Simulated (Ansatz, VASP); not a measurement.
Given: the input of a run of Ansatz 0.2.0 on MgB.

The input input.yaml:

```yaml
crystal:
  lattice:
    - [2.837247, 0.0, 0.0]
    - [0.0, 2.837247, 0.0]
    - [0.0, 0.0, 2.89515]
  atoms:
    - { symbol: Mg, position: [0.0, 0.0, 0.0] }
    - { symbol: B, position: [0.5, 0.5, 0.5] }
hamiltonian:
  xc: pbe
  pseudopotentials: { kind: paw }
kpoints:
  mp_grid: { grid: [8, 8, 8] }
scf:
  occupations: { method: fermi_dirac, width: 0.05 }
output:
  forces: true
  stress: true
  eigenvalues: true
```

Potentials or basis: Ansatz PAW.

Command:

```bash
$ ansatz run input.yaml --threads 2 --pin off --max-ram 5632MiB --backend cpu --events-out ev --progress --plain --runs-dir out
```

**Question.** Translate it to VASP 6.6.1. Potentials there: VASP PAW PBE potentials, release 64 (Mg, B).

**Answer.** As run (the cutoff follows the program's own potentials):

Contents of INCAR:

```
PREC = Accurate
ENCUT = 520
EDIFF = 1E-7
ISMEAR = -1
SIGMA = 0.05
LREAL = F
LASPH = T
NELM = 100
ALGO = Normal
ISIF = 2
LWAVE = F
LCHARG = F
GGA = PE
NBANDS = 10
```

Contents of KPOINTS:

```
Automatic mesh
0
Gamma
  8 8 8
```

File POSCAR:

```
MgB
1.0
    2.8372470000      0.0000000000      0.0000000000
    0.0000000000      2.8372470000      0.0000000000
    0.0000000000      0.0000000000      2.8951500000
Mg B
1 1
Direct
    0.0000000000      0.0000000000      0.0000000000
    0.5000000000      0.5000000000      0.5000000000
```

Potentials or basis: VASP PAW PBE potentials, release 64 (Mg, B).

Launch:

```sh
$ cat potpaw_PBE.64/Mg/POTCAR potpaw_PBE.64/B/POTCAR > POTCAR
$ mpirun -np 1 vasp_std > vasp.out
```

Both were run:

|  | VASP | Ansatz | Ansatz less VASP |
| --- | --- | --- | --- |
| gap on the k mesh at the Fermi level (eV) | none | none | - |
| pressure (GPa) | 3.7 | 3.9 | +0.22 |
| largest component of the traceless stress (GPa) | 0.72 | 0.71 | -0.009 |

A gap of «none» marks a metal or a gap that the smearing closes. The two sets of potentials don't hold the same shells in valence.
